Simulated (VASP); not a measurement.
A run of VASP 6.6.1 is set up as follows.

The input POSCAR:

```
MgO
1.0
    2.8766387513      0.0000000000      0.0000000000
    0.0000000000      2.8766387513      0.0000000000
    0.0000000000      0.0000000000      4.3975368616
Mg O
2 2
Direct
    0.0000000000      0.0000000000      0.0000000000
    0.5000000000      0.5000000000      0.5000000000
    0.5000000000      0.5000000000      0.0000000000
    0.0000000000      0.0000000000      0.5000000000
```

Contents of INCAR.step1:

```
SYSTEM = MgO
PREC = Accurate
ENCUT = 520
EDIFF = 1E-5
ISMEAR = 0
SIGMA = 0.01
LREAL = .False.
LASPH = .True.
NELM = 100
ALGO = Normal
ISIF = 2
LWAVE = .True.
GGA = PE
NBANDS = 16
```

INCAR.step2

```
SYSTEM = MgO
PREC = Accurate
ENCUT = 520
EDIFF = 1E-7
ISMEAR = 0
SIGMA = 0.01
LREAL = .False.
LASPH = .True.
NELM = 100
ALGO = Normal
ISIF = 2
LWAVE = .False.
LCHARG = .True.
GGA = PE
LHFCALC = .True.
AEXX = 0.25
PRECFOCK = Normal
HFRCUT = -1
LELF = .True.
LVHAR = .True.
ISTART = 1
NBANDS = 16
```

File KPOINTS:

```
regular mesh
0
Gamma
  6 6 4
  0 0 0
```

Potentials or basis: VASP PAW PBE potentials, release 64 (Mg, O).

Run with:

```bash
$ cat potpaw_PBE.64/Mg/POTCAR potpaw_PBE.64/O/POTCAR > POTCAR
$ cp INCAR.step1 INCAR
$ mpirun -np 1 vasp_std > vasp.out
$ cp INCAR.step2 INCAR
$ mpirun -np 1 vasp_std > vasp.out
```

(1) Estimate the band gap on the k mesh.

(2) Predict the pressure.

Results:

(1) 7.31 eV.

(2) 5.2 GPa.

Caveat: the PAW data sets were made with another functional, which shifts forces and pressure a little.
